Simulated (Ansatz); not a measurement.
# What strain does to AlN (zincblende)

AlN built on the zincblende prototype, relaxed with r2SCAN in the plane-wave code Ansatz. It is cubic, F-43m (No. 216); a = 4.370 Å in the conventional setting, 10.43 Å³ an atom. Al is surrounded by 4 N at 1.89 Å; N is surrounded by 4 Al at 1.89 Å.

The axes x, y and z are those of this cell:
```
CELL_PARAMETERS angstrom
0.00000 2.18488 2.18488
2.18488 0.00000 2.18488
2.18488 2.18488 0.00000
ATOMIC_POSITIONS crystal
Al 0.00000 0.00000 0.00000
N 0.25000 0.25000 0.25000
```

Unstrained: The PBE gap is indirect, 3.325 eV (Γ to X), below the direct gap of 4.176 eV at Γ. With r2SCAN the valence top lies at Γ and the conduction bottom at X, 3.941 eV higher; the smallest vertical gap, at Γ, is 4.842 eV. The HSE06 gap is indirect, 4.552 eV (Γ to X), below the direct gap of 5.547 eV at Γ. Meshes: PBE 10×10×10, r2SCAN 10×10×10, HSE06 8×8×8. Strains are changes of length per length. After each strain the atoms were relaxed again with r2SCAN within the symmetry that the strain leaves, so tilts or polar shifts that break it weren't tested; points keep the names that they have in the unstrained zone. No spin polarisation and no zero-point or thermal motion.

Changes of the least gap in eV (an overlap counts as a negative gap):

| strain | volume change (%) | space group | PBE | r2SCAN | HSE06 | G0W0@PBE (mesh) | energy rise, r2SCAN (meV/atom) |
| --- | --- | --- | --- | --- | --- | --- | --- |
| isotropic -4.0 % on every length | -11.5 | F-43m | +0.053 | +0.087 | +0.109 | +0.18 | 110.7 |
| isotropic -3.0 % on every length | -8.7 | F-43m | +0.042 | +0.068 | +0.084 | +0.14 | 60.5 |
| isotropic -2.0 % on every length | -5.9 | F-43m | +0.030 | +0.047 | +0.058 | +0.09 | 26.1 |
| isotropic -1.0 % on every length | -3.0 | F-43m | +0.016 | +0.024 | +0.030 | +0.05 | 6.4 |
| isotropic +1.0 % on every length | +3.0 | F-43m | -0.017 | -0.025 | -0.031 | -0.05 | 6.0 |
| isotropic +2.0 % on every length | +6.1 | F-43m | -0.035 | -0.052 | -0.063 | -0.11 | 23.3 |
| isotropic +3.0 % on every length | +9.3 | F-43m | -0.052 | -0.079 | -0.095 | -0.16 | 51.0 |
| isotropic +4.0 % on every length | +12.5 | F-43m | -0.145 | -0.152 | -0.128 | -0.22 | 88.1 |

Unstrained, G0W0@PBE with 87 empty bands, a screening cutoff of 150 eV and a 6×6×6 mesh gives 4.68 eV on its mesh; the band count follows the volume. G0W0 here is at a finite number of bands, screening cutoff and k mesh, not at the basis limit.

Isotropic -4.0 % on every length. HSE06: the gap goes from 4.552 to 4.661 eV (+0.109 eV); the edges go from Γ → X to Γ–K (0.15) → X. Stress change with r2SCAN, compression positive: xx +32.53, yy +32.53, zz +32.53 GPa.

Isotropic -3.0 % on every length. HSE06: the gap goes from 4.552 to 4.636 eV (+0.084 eV); the edges go from Γ → X to Γ–K (0.14) → X. Stress change with r2SCAN, compression positive: xx +22.88, yy +22.88, zz +22.88 GPa.

Isotropic -2.0 % on every length. HSE06: the gap goes from 4.552 to 4.610 eV (+0.058 eV); the edges go from Γ → X to Γ–K (0.13) → X. Stress change with r2SCAN, compression positive: xx +14.32, yy +14.32, zz +14.32 GPa.

Isotropic -1.0 % on every length. HSE06: the gap goes from 4.552 to 4.582 eV (+0.030 eV); the edges go from Γ → X to Γ–K (0.14) → X. Stress change with r2SCAN, compression positive: xx +6.72, yy +6.72, zz +6.72 GPa.

Isotropic +1.0 % on every length. HSE06: the gap goes from 4.552 to 4.521 eV (-0.031 eV). Stress change with r2SCAN, compression positive: xx -5.93, yy -5.93, zz -5.93 GPa. For HSE06, dE_g/d ln V = -1.0 eV over this step.

Isotropic +2.0 % on every length. HSE06: the gap goes from 4.552 to 4.489 eV (-0.063 eV). Stress change with r2SCAN, compression positive: xx -11.15, yy -11.15, zz -11.15 GPa. For HSE06, dE_g/d ln V = -1.1 eV over this step.

Isotropic +3.0 % on every length. HSE06: the gap goes from 4.552 to 4.457 eV (-0.095 eV). Stress change with r2SCAN, compression positive: xx -15.72, yy -15.72, zz -15.72 GPa. For HSE06, dE_g/d ln V = -1.1 eV over this step.

Isotropic +4.0 % on every length. PBE: the gap goes from 3.325 to 3.180 eV (-0.145 eV); it turns from indirect (Γ → X) to direct (Γ). r2SCAN: the gap goes from 3.941 to 3.789 eV (-0.152 eV); it turns from indirect (Γ → X) to direct (Γ). HSE06: the gap goes from 4.552 to 4.424 eV (-0.128 eV). Stress change with r2SCAN, compression positive: xx -19.70, yy -19.70, zz -19.70 GPa. For HSE06, dE_g/d ln V = -1.1 eV over this step.

Where an edge lies off the special points, it is a point of the mesh or the k point where a search put PBE's edge or least direct gap, reused for the other functionals, whose own edges may lie a little apart.

The meshes of the hybrids are coarse, so their gaps aren't converged to the digits shown.
